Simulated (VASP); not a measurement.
Write the native input for VASP 6.6.1 that does the following.

- Task: band structure
- Functional: LDA
- Potentials or basis: VASP PAW LDA potentials, release 64 (W_sv)
- Cutoff: 520 eV
- k mesh: 9 × 9 × 9
- Occupations: fermi-dirac, width 0.05 eV
- Spin: spin-orbit coupling, no magnetisation
- Further INCAR settings: ALGO = Normal; EDIFF = 1e-07

The structure of W lies in POSCAR:

```
W
1.0
   -1.5823450000      1.5823450000      1.5823450000
    1.5823450000     -1.5823450000      1.5823450000
    1.5823450000      1.5823450000     -1.5823450000
W
1
Direct
    0.0000000000      0.0000000000      0.0000000000
```

The input as run:

INCAR

```
SYSTEM = W
  PREC = Accurate
  ENCUT = 520
  EDIFF = 1E-7
  ISMEAR = -1
  SIGMA = 0.05
  LREAL = .False.
  LASPH = .True.
  NELM = 80
  ALGO = Normal
  ISIF = 2
  LWAVE = .False.
  LCHARG = .False.
  LNONCOLLINEAR = .True.
  MAGMOM = 0 0 0
  LORBIT = 11
  LSORBIT = .True.
  GGA_COMPAT = .False.
  LMAXMIX = 4
  GGA = CA
```

KPOINTS

```
regular mesh
0
Gamma
  9 9 9
  0 0 0
```

KPOINTS_OPT

```
path GHNGPH,PN
20
line-mode
reciprocal
 0.0000000000  0.0000000000  0.0000000000  G
 0.5000000000 -0.5000000000  0.5000000000  H

 0.5000000000 -0.5000000000  0.5000000000  H
 0.0000000000  0.0000000000  0.5000000000  N

 0.0000000000  0.0000000000  0.5000000000  N
 0.0000000000  0.0000000000  0.0000000000  G

 0.0000000000  0.0000000000  0.0000000000  G
 0.2500000000  0.2500000000  0.2500000000  P

 0.2500000000  0.2500000000  0.2500000000  P
 0.5000000000 -0.5000000000  0.5000000000  H

 0.2500000000  0.2500000000  0.2500000000  P
 0.0000000000  0.0000000000  0.5000000000  N
```

Potentials or basis: VASP PAW LDA potentials, release 64 (W_sv).

Command:

```console
$ cat potpaw_LDA.64/W_sv/POTCAR > POTCAR
$ mpirun -np 1 vasp_ncl > vasp.out
```

Results of the run:

```json
{
  "Pressure": "-6.3 GPa",
  "Valence electrons inside the program's atomic spheres": "W 12.14"
}
```

Run time: 25 s on 1 thread of Intel(R) Xeon(R) 6975P-C (Granite Rapids), on a shared host, peak memory 0.17 GiB.
